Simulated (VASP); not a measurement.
WS2, a slab with vacuum:

```
W S
1.0
     3.18295    0.00000    0.00000
    -1.59148    2.75652    0.00000
     0.00000    0.00000   28.53222
W S
3 6
Direct
  0.66667 0.33333 0.43436
  0.66667 0.33333 0.88553
  0.00000 0.00000 0.65929
  0.66667 0.33333 0.60463
  0.00000 0.00000 0.37971
  0.00000 0.00000 0.83085
  0.66667 0.33333 0.71395
  0.00000 0.00000 0.48903
  0.00000 0.00000 0.94019
```

```yaml
Program: VASP 6.6.1
Task: single point
Functional: PBE
Potentials_or_basis: VASP PAW PBE potentials, release 64 (W_sv, S)
Cutoff: 520 eV
k_mesh: 10 × 10 × 1
Occupations: fermi-dirac, width 0.05 eV
Spin: no spin polarisation
```

On this cell: largest force 0.268 eV/Å; band gap on the k mesh 1.48 eV, indirect (least direct gap 2.11 eV).

The same run follows on a disturbed copy (atoms moved at random, drawn with an rms of 0.05 Å):

```
CELL_PARAMETERS angstrom
3.18295 0.00000 0.00000
-1.59148 2.75652 0.00000
0.00000 0.00000 28.53222
ATOMIC_POSITIONS crystal
W 0.67547 0.33419 0.43288
W 0.66768 0.33131 0.88425
W 0.01387 0.00194 0.65835
S 0.64801 0.32412 0.60620
S 0.01091 0.00102 0.37905
S 0.00994 0.01486 0.82991
S 0.66716 0.32954 0.71390
S 0.99961 0.02069 0.48802
S 0.01872 0.99451 0.93940
```

**Question.** What does the disturbed cell give?

**Answer.** The energy moves by +21.7 meV/atom; largest force 2.343 eV/Å; band gap on the k mesh 1.37 eV, indirect (least direct gap 1.99 eV).

Forces on the atoms (eV/Å):
```
W   -0.592  0.576  0.520
W    0.637  0.410  0.380
W   -1.440 -0.579  1.756
S    1.096  0.431 -1.689
S   -0.059 -0.023 -0.684
S   -0.030 -0.467 -0.383
S    0.343  0.153 -0.076
S    0.652 -0.555  0.102
S   -0.605  0.055  0.074
```

Caveats: spin-orbit coupling is left out, which moves the levels of the heavy elements.

A k mesh can miss the band edges.
